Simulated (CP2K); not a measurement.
Runs of CP2K 2026.2 on Ta. The structure is cubic, space group Im-3m (No. 229). The conventional cell has a = 3.303 Å, b = 3.303 Å, c = 3.303 Å, α = 90.00°, β = 90.00°, γ = 90.00°. Ta (site symmetry m-3m) has 8 Ta at 2.86 Å as nearest neighbours. 

```csv
task,level,potentials or basis,smearing,NGRIDS,potentials,points a segment of the path (NPOINTS),bands added on the path,gap on the mesh (eV),pressure (GPa)
band structure,PBE,POTENTIAL_UZH Ta GTH-PBE-q13; TZVP-MOLOPT-PBE-GTH basis,fermi-dirac 0.0259 eV,4,Ta GTH-PBE-q13 of POTENTIAL_UZH,8,6,none,1.2
band structure,PBEsol,POTENTIAL_UZH Ta GTH-PBE-q13; TZVP-MOLOPT-PBE-GTH basis,fermi-dirac 0.0259 eV,4,Ta GTH-PBE-q13 of POTENTIAL_UZH,8,2,none,(a)
band structure,LDA,GTH_POTENTIALS Ta GTH-PADE-q13; TZVP-MOLOPT-PBE-GTH basis,fermi-dirac 0.0259 eV,5,Ta GTH-PADE-q13 of GTH_POTENTIALS,10,2,none,-13.3
band structure,PBE,POTENTIAL_UZH Ta GTH-PBE-q13; TZVP-MOLOPT-PBE-GTH basis,fermi-dirac 0.0259 eV,5,Ta GTH-PBE-q13 of POTENTIAL_UZH,8,2,none,1.2
```

Alike in all rows: no spin polarisation; cell as given; k mesh 11 × 11 × 11.

Q: Fill in the values left out.

A: (a) -4.3.

Caveats: spin-orbit coupling is left out, which moves the levels of the heavy elements; the basis of atomic orbitals isn't converged, which shifts pressures, moduli and gaps; the potentials were made for another functional, which shifts forces and pressure (some runs).

A k mesh can miss the band edges, and the runs leave out spin-orbit coupling on Ta.

A gap of «none» marks a metal or a gap under the smearing width.
